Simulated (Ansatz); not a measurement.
# Bi2Te3: the cost of one run

Computed with Ansatz 0.2.0 (DFT PBE, scalar-relativistic, plane waves, PAW, unless a step's input says otherwise).

3 further runs of the same task are left out: 3 set aside as unsound or not needed. Runs told in other sessions of the task aren't counted.

### Step 1. The system as given

It takes space group P3m1 (No. 156, trigonal). Conventional cell: a = 4.469 Å, b = 4.469 Å, c = 32.700 Å, α = 90.00°, β = 90.00°, γ = 120.00°. Te (site symmetry 3m) has 3 Te at 3.12 Å in its first shell of neighbours. Around Te (site symmetry 3m) lie 3 Te at 3.12 Å and 3 Bi at 3.16 Å. Bi (site symmetry 3m) has 3 Te at 3.16 Å and 3 Bi at 3.37 Å in its first shell of neighbours. Bi (site symmetry 3m) has 3 Te at 3.14 Å and 3 Bi at 3.37 Å in its first shell of neighbours. Around Te (site symmetry 3m) lie 3 Bi at 3.14 Å and 3 Te at 3.43 Å. Te (site symmetry 3m) has 6 Te at 3.16 to 3.43 Å in its first shell of neighbours. Around Te (site symmetry 3m) lie 3 Te at 3.16 Å and 3 Bi at 3.17 Å. Bi (site symmetry 3m) has 3 Te at 3.17 Å and 3 Bi at 3.41 Å in its first shell of neighbours. Only part of the 10 independent sites is listed.

Coordinates:

```
Te Bi
1.0
     4.46881    0.00000    0.00000
    -2.23441    3.87010    0.00000
     0.00000    0.00000   32.70027
Te Bi
6 4
Direct
  0.33333 0.66667 0.23617
  0.66667 0.33333 0.28976
  0.66667 0.33333 0.46621
  0.00000 0.00000 0.53553
  0.33333 0.66667 0.59124
  0.33333 0.66667 0.76768
  0.00000 0.00000 0.34536
  0.33333 0.66667 0.41164
  0.66667 0.33333 0.64733
  0.00000 0.00000 0.71547
```

Miller indices refer to the conventional cell of the relaxed bulk, R-3m (No. 166): a = 4.469 Å, b = 4.469 Å, c = 29.570 Å, α = 90.00°, β = 90.00°, γ = 120.00°.

As cut, it was a (001) slab, 17.7 Å thick as cut, with 15 Å of vacuum; its outer planes are Te (top) and Te (bottom); it was relaxed in an earlier run.

### Step 2. Scalar-relativistic bands

The cell repeats along c, and a dipole correction in the vacuum removes the field between the copies.

Input file input.yaml:

```yaml
crystal:
  lattice:
    - [4.4688122866, 0.0, 0.0]
    - [-2.2344061433, 3.8701049649, 0.0]
    - [0.0, 0.0, 32.7002686743]
  atoms:
    - { symbol: Te, position: [0.3333333333, 0.6666666667, 0.2361653933] }
    - { symbol: Te, position: [0.6666666667, 0.3333333333, 0.289762439] }
    - { symbol: Bi, position: [0.0, 0.0, 0.3453588765] }
    - { symbol: Bi, position: [0.3333333333, 0.6666666667, 0.4116396498] }
    - { symbol: Te, position: [0.6666666667, 0.3333333333, 0.4662124869] }
    - { symbol: Te, position: [0.0, 0.0, 0.5355256434] }
    - { symbol: Te, position: [0.3333333333, 0.6666666667, 0.591237362] }
    - { symbol: Bi, position: [0.6666666667, 0.3333333333, 0.6473266621] }
    - { symbol: Bi, position: [0.0, 0.0, 0.7154693956] }
    - { symbol: Te, position: [0.3333333333, 0.6666666667, 0.7676790491] }
basis:
  ecutwfc: 420
kpoints:
  mp_grid: { grid: [9, 9, 1] }
  band_path:
    path:
      - [0.5, 0, 0]
      - [0, 0, 0]
      - [0.3333333333333, 0.3333333333333, 0]
      - [0.5, 0, 0]
    npoints: 12
hamiltonian:
  xc: pbe
scf:
  occupations: { method: gaussian, width: 0.1 }
  n_extra_bands: 26
output:
  forces: true
  eigenvalues: true
  populations: true
  fatbands: true
  write_density: true
  write_potential: true
  elf: true
  volumetric_format: npy
efield:
  axis: 3
  dipole_correction: true
  ramp_width: 0.04
```

Command:

```
$ ansatz run input.yaml --threads 4 --pin off --max-ram 9216MiB --backend cpu --events-out ev --progress --plain --runs-dir out
```

What time and memory should one allow on 4 threads of Arm Neoverse V1, shared host?

About 2.4 min, with a peak of 2.5 GiB.
